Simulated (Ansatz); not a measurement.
Input and output for Tl (sc type): DFT, PBE, norm-conserving pseudopotentials, Ansatz's default files, scalar-relativistic (Ansatz 0.2.0). This run: the series' base cell.

The cell comes from a relaxation on PAW files under the same functional, begun from a prototype that needn't be the stable phase.

Command: `ansatz run input.yaml --threads 1 --pin off --max-ram 2048MiB --backend cpu --events-out ev --progress --plain --runs-dir out` It took 7.3 s on 1 thread of Arm Neoverse V1, with other jobs on the host, peak memory 0.29 GiB.

```yaml
crystal:
  lattice:
    - [3.2516032972, 0.0, 0.0]
    - [0.0, 3.2516032972, 0.0]
    - [0.0, 0.0, 3.2516032972]
  atoms:
    - { symbol: Tl, position: [0.0, 0.0, 0.0] }
kpoints:
  mp_grid: { grid: [12, 12, 12] }
scf:
  occupations: { method: fermi_dirac, width: 0.08 }
hamiltonian:
  xc: pbe
  pseudopotentials: { kind: nc }
output:
  forces: true
  stress: true
  eigenvalues: true
```

Output:

```
Engine: ansatz 0.2.0
Pseudopotentials: kind: nc
Pseudopotential: Tl, nc, valence charge 13, recommended cutoff 820 eV (normal), Tl.nc.azcp
Functional definition: PBE
  parameter kappa = 0.804
  parameter beta = 0.06672455060314922
  exchange = pbe_x(kappa = kappa, mu = beta*pi^2/3)
  correlation = pbe_c(beta = beta)
Crystal: 1 atoms, lattice volume = 34.379 Å³
Basis set: ecut = 820 eV, 1839 PW (Γ), exchange–correlation on 64×64×64 points (8 copies of the dense FFT grid, shifted against one another)
Bands: 11, of which v1, the nominal top of the filled ones, is band 7 counted from 1 (6 counted from 0)
Symmetry: 48 space group operations
Space group: Pm-3m (ITA 221), of the structure as read, at distance tolerance 3.3e-5 Å
k-points: 84 of 1728
Non-local potential: Tl, projectors of the file, l = 0: 3, l = 1: 3, l = 2: 2, l = 3: 1
Initial density: superposition of atomic densities (chi_scale 0.1, normalization cell)
Initial wavefunctions: pseudopotential atomic-orbital guess
Functional: x = pbe(κ = 0.804, μ = 0.2195149727645171), c = pbe(β = 0.06672455060314922)
SCF iter   1: F=—  HF=-1995.184350 eV  |F-HF|=—  |Δ(HF+E_count)|=         —  Δρ=1.13e-2  dr2=6.11e-2  ethr=3.10e-3  ⟨swp⟩=11.8  Hψ=10975  notcnv=0
preconditioner: auto → none  [metal: Δε(μ)=0.117 eV  Ē_g=16.546 eV  σ=0.080 eV  W_gap=0.31  n_scr=6 (ndim 8)  ℏωp=22.8 eV  f_vac=0.000  D(μ)=0.52/eV (n_scr^D=0)  sad-step TF]
SCF iter   2: F=—  HF=-1995.165124 eV  |F-HF|=—  |Δ(HF+E_count)|=   1.92e-2  Δρ=6.35e-3  dr2=2.00e-2  ethr=4.70e-4  ⟨swp⟩=5.5  Hψ=3406  notcnv=0  defer=14
SCF iter   3: F=—  HF=-1995.161585 eV  |F-HF|=—  |Δ(HF+E_count)|=   3.54e-3  Δρ=2.35e-3  dr2=9.80e-4  ethr=1.54e-4  ⟨swp⟩=4.2  Hψ=2523  notcnv=0  defer=13
SCF iter   4: F=—  HF=-1995.162102 eV  |F-HF|=—  |Δ(HF+E_count)|=   5.17e-4  Δρ=2.91e-3  dr2=2.02e-3  ethr=7.54e-6  ⟨swp⟩=3.7  Hψ=2854  notcnv=0  defer=13
SCF iter   5: F=—  HF=-1995.161250 eV  |F-HF|=—  |Δ(HF+E_count)|=   8.52e-4  Δρ=4.93e-4  dr2=5.74e-5  ethr=7.54e-6  ⟨swp⟩=2.7  Hψ=1900  notcnv=0  defer=13
SCF iter   6: F=—  HF=-1995.161213 eV  |F-HF|=—  |Δ(HF+E_count)|=   3.69e-5  Δρ=5.30e-5  dr2=9.47e-7  ethr=4.42e-7  ⟨swp⟩=3.9  Hψ=2521  notcnv=0  defer=13
SCF iter   7: F=-1995.161212 eV  HF=-1995.161212 eV  |F-HF|=4.88e-9  |Δ(HF+E_count)|=   4.18e-7  Δρ=5.70e-6  dr2=6.17e-9  ethr=7.69e-10  ⟨swp⟩=14.1  Hψ=9930  notcnv=0
SCF 1 converged in 7 iterations: F = -1995.161212 eV  dr2 = 6.17e-9
SCF converged after 7 iterations
Free energy (F): -1995.161212 eV
Harris-Foulkes:  -1995.161212 eV  (|F-HF|=4.88e-9)
Internal energy: -1995.149094 eV  (E = F + TS)
E sigma→0 (E₀):  -1995.155153 eV
Entropy (-TS):   -0.012118 eV (-12.118 meV/atom)
Fermi energy:    8.426993 eV
--- Per-component energies (eV) ---
  E_band       = -18.987757
  E_kinetic    = 877.636219
  E_local      = -1079.230370  (includes V_loc(G=0)·N_el)
  E_nonlocal   = -195.383509
  E_hartree    = 335.454150
  E_xc         = -871.891338
  E_vxc        = -292.920640  (∫ρ·V_xc dr)
  E_ewald      = -1061.734246
  E_smearing   = -0.012118  (= −TS)
  E_closure    = 0.000000  (closes the sum)
  Σ components = -1995.161212   (vs F -1995.161212, Δ=0.00e0)
--- Forces (eV/Å), atoms counted from 1 ---
  atom   1  Tl    -0.00000000    -0.00000000    -0.00000000
  max |Σ_I F_I| component: 2.88e-32 eV/Å
--- Stress (GPa, compression-positive) ---
        0.036629       0.000000       0.000000
        0.000000       0.036629       0.000000
        0.000000      -0.000000       0.036629
  P = ⅓ Tr σ = 0.0366 GPa (0.366 kbar)
--- Band table (eV; the first three rows and the last of 84) ---
  k-point 0: bands = ["-3.7086", "-3.7086", "-2.8407", "-2.8407", "-2.8407", "-0.8781", "14.8524", "14.8524", "14.8524", "17.4785", "19.1625"]
  k-point 1: bands = ["-3.7048", "-3.6692", "-2.8577", "-2.8577", "-2.8392", "-0.7757", "13.6107", "14.9768", "14.9768", "17.9402", "19.1961"]
  k-point 2: bands = ["-3.6944", "-3.5658", "-2.9037", "-2.9037", "-2.8353", "-0.4628", "11.5899", "15.3366", "15.3366", "18.2829", "19.2963"]
  k-point 83: bands = ["-3.4033", "-3.4033", "-3.4033", "-2.5617", "-2.5617", "7.2379", "10.2750", "10.2750", "10.2750", "15.4439", "15.9796"]
```

Next run (volume at 0.6 of the series' base cell), as changes to the input before:

```diff
   lattice:
-    - [3.2516032972, 0.0, 0.0]
-    - [0.0, 3.2516032972, 0.0]
-    - [0.0, 0.0, 3.2516032972]
+    - [2.7425084354, 0.0, 0.0]
+    - [0.0, 2.7425084354, 0.0]
+    - [0.0, 0.0, 2.7425084354]
   atoms:
```

Command: `ansatz run input.yaml --threads 1 --pin off --max-ram 2048MiB --backend cpu --events-out ev --progress --plain --runs-dir out` It took 5.3 s on 1 thread of Arm Neoverse V1, with other jobs on the host, peak memory 0.26 GiB.

Results part of the output:

```
SCF 1 converged in 7 iterations: F = -1994.047530 eV  dr2 = 5.21e-11
SCF converged after 7 iterations
Free energy (F): -1994.047530 eV
Harris-Foulkes:  -1994.047530 eV  (|F-HF|=2.68e-11)
Internal energy: -1994.038648 eV  (E = F + TS)
E sigma→0 (E₀):  -1994.043089 eV
Entropy (-TS):   -0.008882 eV (-8.882 meV/atom)
Fermi energy:    16.643892 eV
--- Per-component energies (eV) ---
  E_band       = 75.708774
  E_kinetic    = 885.598203
  E_local      = -782.858027  (includes V_loc(G=0)·N_el)
  E_nonlocal   = -195.653848
  E_hartree    = 233.278324
  E_xc         = -875.578155
  E_vxc        = -297.934282  (∫ρ·V_xc dr)
  E_ewald      = -1258.825144
  E_smearing   = -0.008882  (= −TS)
  E_closure    = -0.000000  (closes the sum)
  Σ components = -1994.047530   (vs F -1994.047530, Δ=0.00e0)
--- Forces (eV/Å), atoms counted from 1 ---
  atom   1  Tl     0.00000000     0.00000000     0.00000000
  max |Σ_I F_I| component: 2.05e-33 eV/Å
--- Stress (GPa, compression-positive) ---
       44.825400       0.000000       0.000000
        0.000000      44.825400       0.000000
        0.000000       0.000000      44.825400
  P = ⅓ Tr σ = 44.8254 GPa (448.254 kbar)
--- Band table (eV; the first three rows and the last of 84) ---
  k-point 0: bands = ["2.4875", "2.4875", "3.5304", "5.2251", "5.2251", "5.2251", "25.3556", "25.3556", "25.3556", "30.1772", "31.6721"]
  k-point 1: bands = ["2.5018", "2.5844", "3.7019", "5.1639", "5.1639", "5.2302", "23.8652", "25.5868", "25.5868", "30.6744", "31.4617"]
  k-point 2: bands = ["2.5409", "2.7955", "4.2796", "5.0004", "5.0004", "5.2441", "21.2252", "26.2471", "26.2471", "30.8501", "30.9142"]
  k-point 83: bands = ["3.2279", "3.2279", "3.2279", "6.0543", "6.0543", "19.2838", "19.2838", "19.2838", "20.6972", "23.1736", "26.7846"]
```

Next run (volume at 0.4 of the series' base cell), as changes to the input before:

```diff
   lattice:
-    - [2.7425084354, 0.0, 0.0]
-    - [0.0, 2.7425084354, 0.0]
-    - [0.0, 0.0, 2.7425084354]
+    - [2.3958017936, 0.0, 0.0]
+    - [0.0, 2.3958017936, 0.0]
+    - [0.0, 0.0, 2.3958017936]
   atoms:
```

Command: `ansatz run input.yaml --threads 1 --pin off --max-ram 2048MiB --backend cpu --events-out ev --progress --plain --runs-dir out` It took 3.2 s on 1 thread of Arm Neoverse V1, with other jobs on the host, peak memory 0.23 GiB.

Results part of the output:

```
SCF 1 converged in 7 iterations: F = -1989.022579 eV  dr2 = 1.82e-10
SCF converged after 7 iterations
Free energy (F): -1989.022579 eV
Harris-Foulkes:  -1989.022579 eV  (|F-HF|=2.73e-12)
Internal energy: -1989.017959 eV  (E = F + TS)
E sigma→0 (E₀):  -1989.020269 eV
Entropy (-TS):   -0.004620 eV (-4.620 meV/atom)
Fermi energy:    27.646178 eV
--- Per-component energies (eV) ---
  E_band       = 188.772204
  E_kinetic    = 906.083482
  E_local      = -536.567038  (includes V_loc(G=0)·N_el)
  E_nonlocal   = -196.409369
  E_hartree    = 160.973846
  E_xc         = -882.103809
  E_vxc        = -306.282784  (∫ρ·V_xc dr)
  E_ewald      = -1440.995071
  E_smearing   = -0.004620  (= −TS)
  E_closure    = 0.000000  (closes the sum)
  Σ components = -1989.022579   (vs F -1989.022579, Δ=0.00e0)
--- Forces (eV/Å), atoms counted from 1 ---
  atom   1  Tl     0.00000000    -0.00000000    -0.00000000
  max |Σ_I F_I| component: 2.31e-33 eV/Å
--- Stress (GPa, compression-positive) ---
      253.952730      -0.000000       0.000000
       -0.000000     253.952730       0.000000
        0.000000       0.000000     253.952730
  P = ⅓ Tr σ = 253.9527 GPa (2539.527 kbar)
--- Band table (eV; the first three rows and the last of 84) ---
  k-point 0: bands = ["9.1930", "9.2527", "9.2527", "15.2486", "15.2486", "15.2486", "37.3221", "37.3221", "37.3221", "44.6403", "46.5347"]
  k-point 1: bands = ["9.2857", "9.2973", "9.5891", "15.0922", "15.0922", "15.2613", "35.7248", "37.6980", "37.6980", "45.3162", "45.3208"]
  k-point 2: bands = ["9.3771", "9.5077", "10.6624", "14.6830", "14.6830", "15.2961", "32.7408", "38.7391", "38.7391", "43.2828", "45.4112"]
  k-point 83: bands = ["10.4760", "10.4760", "10.4760", "17.0528", "17.0528", "30.9624", "30.9624", "30.9624", "31.6211", "38.5990", "40.6141"]
```

Spin–orbit coupling is left out, which matters for the heavy atoms. The norm-conserving files are those that the library serves for this functional.
